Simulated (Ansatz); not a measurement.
**MgS (P4_12_12) at 2 levels of theory**

One geometry, relaxed with PBE; plane waves with PAW potentials in Ansatz, scalar-relativistic. No spin polarisation. Gaps are the least over mesh and band path; pressure is positive in compression.

Space group P4_12_12 (No. 92). a = 6.968 Å, b = 6.968 Å, c = 3.693 Å, α = 90.00°, β = 90.00°, γ = 90.00°
```json
{"atom": "Mg", "site": "4a", "symmetry": "..2", "x": "0.6641", "y": "0.6641", "z": "0.5000"}
{"atom": "S", "site": "4a", "symmetry": "..2", "x": "0.8317", "y": "0.8317", "z": "0.0000"}
```

| level | cutoff (eV) | k mesh | gap (eV) | pressure (GPa) |
| --- | --- | --- | --- | --- |
| PBE | 420 | 4×4×6 | 2.83 | 0.0 |

Question: What comes out on the same cell with PBEsol?

Answer:
```csv
level,cutoff (eV),k mesh,gap (eV),pressure (GPa)
PBEsol,420,4×4×6,2.68,-1.4
```

Another cell of MgS relaxed alike, in Pm-3n, lies 51 meV/atom lower, so this cell isn't the stable form at this level.

The cell was found from a structure generator's guess, not taken from experiment.
